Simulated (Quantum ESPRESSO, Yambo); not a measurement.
# Quasiparticle gap of InP (F-43m) in Yambo, part 3 of 3

Aim: the G0W0 gap of InP (F-43m) on PBE with spin-orbit coupling, step by step.

Quantum ESPRESSO 7.5 and Yambo 5.3.0; PBE and many-body steps on it, plane waves. Known limits of the many-body steps: not at the basis limit; coarse k mesh.

So far. Step 3 (Bands along the symmetry lines): The gap is 0.659 eV, as in the run before at this level. Step 4 (Empty states on the mesh, 4×4×4 mesh, 254 bands): On this mesh the gap is 0.659 eV.

**6. Screening and self-energy, 4×4×4 mesh, 254 bands, screening to 197.3 eV**

Now the one-shot GW correction: screening in the RPA, then the self-energy of the levels asked for.

This step: G0W0 on PBE with spin-orbit coupling, plane waves, norm-conserving pseudopotentials.

gw1.in reads:

```
HF_and_locXC
gw0
dyson
ppa
em1d
rim_cut
RandQpts= 1000000
RandGvec= 1 RL
EXXRLvcs= 80 Ry
VXCRLvcs= 320 Ry
Chimod= "HARTREE"
% BndsRnXp
 1 | 254 |
%
NGsBlkXp= 14.5 Ry
% LongDrXp
 1 | 1 | 1 |
%
% GbndRnge
 1 | 254 |
%
DysSolver= "n"
ExtendOut
PPAPntXp= 27.21138 eV
% QPkrange
 1 | 1 | 23 | 30 |
%
```

Launch:

```console
$ OMP_NUM_THREADS=2 mpirun -n 2 yambo -F gw1.in -J gw1 -C gw1 > gw1.log
```

Log:

```text
 Yambo, version 5.3.0

 [02] CORE Variables Setup
 =========================

  [... cell, symmetries and grids as in the set-up ...]

  [02.05] Energies & Occupations
  ==============================

  [X] === General ===
  [X] Electronic Temperature                        :  0.000000  0.000000 [eV K]
  [X] Bosonic    Temperature                        :  0.000000  0.000000 [eV K]
  [X] Finite Temperature mode                       : no
  [X] El. density                                   :  0.51453E+24 [cm-3]
  [X] Fermi Level                                   :  8.294647 [eV]

  [X] === Gaps and Widths ===
  [X] Conduction Band Min                           :  0.659272 [eV]
  [X] Valence Band Max                              :  0.000000 [eV]
  [X] Filled Bands                                  :  26
  [X] Empty Bands                                   :   27  254
  [X] Direct Gap                                    :  0.659272 [eV]
  [X] Direct Gap localized at k                     :  1
  [X] Indirect Gap                                  :  0.659272 [eV]
  [X] Indirect Gap between kpts                     :  1  1
  [X] Last valence band width                       :  2.861029 [eV]
  [X] 1st conduction band width                     :  3.600576 [eV]

 [03] Transferred momenta grid and indexing
 ==========================================

 IBZ Q-points                                      :   8
 BZ  Q-points                                      :   64

 K/Q-points units:
 rlu = crystal or reduced units; cc = cartesian coordinates; iku = interal k-units

 Q [1]          [rlu]:  0.000000  0.000000  0.000000
 Q [2]          [rlu]:  0.92257E-17  0.92257E-17  0.25000
 Q [3]          [rlu]: -0.18451E-16 -0.18451E-16 -0.50000
 Q [4]          [rlu]:  0.20327E-17  0.25000      0.25000
 Q [5]          [rlu]: -0.25051E-16  0.25000      0.50000
 Q [6]          [rlu]: -0.73963E-16  0.25000     -0.25000
 Q [7]          [rlu]: -0.40653E-17 -0.50000     -0.50000
 Q [8]          [rlu]:  0.250000 -0.500000 -0.250000

 [04] Coloumb potential Random Integration (RIM)
 ===============================================

  [04.01] RIM initialization
  ==========================

  * Diagonal components only detected *

  8 x (sBL volume)        :  0.090926 [a.u.]
  sBZ random points       :  1000000
  Points outside the sBZ  :   7987327
  RL volume               :  0.727407 [a.u.]
  Integrated volume       :  0.728561 [a.u.]

  [04.02] RIM integrals
  =====================

  Gamma point sphere radius             :  0.081567 [a.u.]
  Points outside the sphere             :   799513
  [Int_sBZ(q=0) 1/q^2]*(Vol_sBZ)^(-1/3) =:  7.764325
                                 should be <:  7.795600

  Summary of Coulomb integrals for non-metallic bands |Q|[au] RIM/Bare

  Q [1] 0.100000E-4 0.995988 * Q [2] 0.245324 1.066027
  Q [4] 0.283276 1.064776 * Q [6] 0.400612 1.027388
  Q [5] 0.469759 1.020443 * Q [3] 0.490648 1.018189
  Q [7] 0.566551 1.014848 * Q [8] 0.633423 1.011845

 [05] Dipoles
 ============

  [05.01] Setup: observables and procedures
  =========================================

  [WARNING] [x,Vnl] slows the Dipoles computation. To neglect it rename the ns.kb_pp file

 [06] Dynamic Dielectric Matrix (PPA)
 ====================================

 [WR./gw1//ndb.pp]---------------------------------------------------------------
  Brillouin Zone Q/K grids (IBZ/BZ)                :    8   64    8   64
  RL vectors                                       :   5029 [WF]
  Coulomb cutoff potential                         : none
  Electronic Temperature                           :  0.000000 [K]
  Bosonic    Temperature                           :  0.000000 [K]
  PPA    diel. fun.  energies                      : Perdew, Burke & Ernzerhof(X)+Perdew, Burke & Ernzerhof(C)
  wavefunctions                                    : Perdew, Burke & Ernzerhof(X)+Perdew, Burke & Ernzerhof(C)
  Global Gauge                                     : length
  X matrix size                                    :   331
  X band range                                     :    1  254
  X e/h energy range                               : -1.000000 -1.000000 [eV]
  X Time ordering                                  : R
  X Hxc Kernel                                     : HARTREE
  X Drude frequency                                :  0.000000  0.000000
  X poles                                          :  100.0000 [o/o]
  RL vectors in the sum                            :   5029
  [r,Vnl] included                                 : yes
  Field direction                                  :  0.577350E-5  0.577350E-5  0.577350E-5
  BZ energy Double Grid                            : no
  BZ energy DbGd points                            : 0
  BZ Q point size factor                           : -1.000000
  X Optical Averaged directions                    : none

 [07] Local Exchange-Correlation + Non-Local Fock
 ================================================

 [VXC] Plane waves :   33079
 [EXS] Plane waves :   4279

 QP @ state[ 1 ] K range:  1  1
 QP @ state[ 1 ] b range:  23  30

 [xc] Functional : Perdew, Burke & Ernzerhof(X)+Perdew, Burke & Ernzerhof(C)
 [xc] LIBXC used to calculate xc functional
  PP Number of Atomic Species                      :  2
  NLCC RL compoments                               :   33079
  PP Number of Atomic Species                      :  2
  NLCC RL compoments                               :   33079

 [xc] E_xc :  -18.18063 [Ha]
      E_xc :  -36.36127 [Ry]

  Local XC kind (lXC) : Perdew, Burke & Ernzerhof(X)+Perdew, Burke & Ernzerhof(C)
  Non-Local XC kind (nlXC) : Hartree-Fock

  Corrections @ K [1] :  [eV]
 <23|nlXC|23> = -14.64811  0.62035E-17 <23|lXC|23> = -12.87928  0.000000
 <24|nlXC|24> = -14.64814  0.44837E-17 <24|lXC|24> = -12.87928 -0.18882E-15
 <25|nlXC|25> = -14.64817  0.68700E-17 <25|lXC|25> = -12.87928  0.000000
 <26|nlXC|26> = -14.64820  0.49376E-17 <26|lXC|26> = -12.87928  0.000000
 <27|nlXC|27> = -7.809222 -0.21880E-17 <27|lXC|27> = -11.72719  0.000000
 <28|nlXC|28> = -7.809223  0.23112E-17 <28|lXC|28> = -11.72719  0.000000
 <29|nlXC|29> = -6.474059  0.13763E-17 <29|lXC|29> = -10.85207  0.47204E-16
 <30|nlXC|30> = -6.474059 -0.23605E-17 <30|lXC|30> = -10.85207  0.000000

 [08] Dyson equation: Newton solver
 ==================================

  [08.01] G0W0 (W PPA)
  ====================

  [  GW  ] Bands range     :    1  254
  [GW/PPA] G damping       :  0.100000 [eV]

  QP @ state[ 1 ] K range:  1  1
  QP @ state[ 1 ] b range:  23  30

   Sc/G bands                                       :    1  254
   Sc/G damping                                     :  0.100000 ev
   Sc bands terminator                              : no
   Sx RL components                                 :   4279

   QP @ state[ 1 ] K range                          :  1  1
   QP @ state[ 1 ] b range                          :  23  30
   GF energies kind                                 : Perdew, Burke & Ernzerhof(X)+Perdew, Burke & Ernzerhof(C)
   GF WF`s kind                                     : Perdew, Burke & Ernzerhof(X)+Perdew, Burke & Ernzerhof(C)
   Xs energies kind                                 : Perdew, Burke & Ernzerhof(X)+Perdew, Burke & Ernzerhof(C)
   Xs WF`s kind                                     : Perdew, Burke & Ernzerhof(X)+Perdew, Burke & Ernzerhof(C)

 [11] Game Over & Game summary
```

Elapsed: 20 min, on 2 MPI ranks of Intel Xeon Platinum 8259CL at 2.50GHz (Skylake/Cascade Lake), shared host; peak memory 1.5 GiB; 68 min of CPU time.

Numbers from this step:

- G0W0 gap on the points computed: 1.345 eV
- starting gap on the mesh: 0.6593 eV
- k of the valence top: 0, 0, 0
- k of the conduction bottom: 0, 0, 0
- least direct G0W0 gap on the computed points: 1.345 eV
- Z at the valence top: 0.7804
- Z at the conduction bottom: 0.7940

The gap on the mesh goes from 0.66 eV to 1.34 eV, a correction of +0.69 eV.

Limits: finite bands, cutoff and mesh; coarse k mesh. v1 is the top filled band, c1 the lowest empty one. Levels before and after the correction, in eV, zero at the valence-band top of each column:

|  | conduction bottom | valence top |
| --- | --- | --- |
| Kohn-Sham | 0.66 | 0.00 |
| G0W0 | 1.34 | 0.00 |

|  | level | energy (eV) |
| --- | --- | --- |
| Kohn-Sham | Γ v4-v1 | 0.000 |
| Kohn-Sham | Γ c1-c2 | 0.659 |
| Kohn-Sham | Γ c3-c4 | 3.748 |
| G0W0 | Γ v4-v1 | 0.000 |
| G0W0 | Γ c1-c2 | 1.345 |
| G0W0 | Γ c3-c4 | 4.550 |

**7. Where the time went**

Times are wall times on the hardware named with each run, good to a factor of about two.

| step | time | share | memory (GiB) |
| --- | --- | --- | --- |
| ground state | 30 s | 2 % | 0.54 |
| bands along the symmetry lines | 27 s | 2 % | 0.39 |
| empty states on the mesh | 44 s | 3 % | 0.96 |
| conversion and set-up | 4.9 s | 0 % | 0.25 |
| screening and self-energy | 20 min | 92 % | 1.5 |

**8. Summary of results**

| Property | Result |
| --- | --- |
| PBE gap | 0.66 eV, direct |
| G0W0 gap on the mesh | 1.34 eV |
| GW settings | 4×4×4 mesh, 254 bands, screening to 197.3 eV, Godby-Needs plasmon pole |
| known limits | not at the basis limit; coarse k mesh |

**Reading.** G0W0 moves the gap on the mesh from 0.66 eV to 1.34 eV (+0.69 eV), with Z of 0.78 and 0.79 at the edges. Only 1 of the mesh's irreducible points was corrected, so a valley elsewhere could overtake. The dearest step here is «screening and self-energy». Bands and cutoff are finite, so the gap is not at the basis limit. The miss can reach some tenths of an eV and take either sign; the mesh is an error of its own. In the G0W0 run levels were corrected at 1 k point alone, so a gap called «on the mesh» is the least over those, and an edge elsewhere would be missed. The 4×4×4 mesh is coarse for this cell, which bears on the long-range parts of exchange and screening.

[Paths, hosts, dates, memory and timing lines, banners, echoed tables and standing remarks are left out of the program output.]

[Logs are printed without paths, hosts, clocks, repeated set-up lines and the standing remarks that a program may print on its own settings, such as how far it seeks lower states.]

[Runs of the session that timed out or met a known fault of the program may be left out.]

[Hosts, paths, dates, database ids (printed as entryN), source tags and the programs' standing remarks are cut or masked in the printed files.]
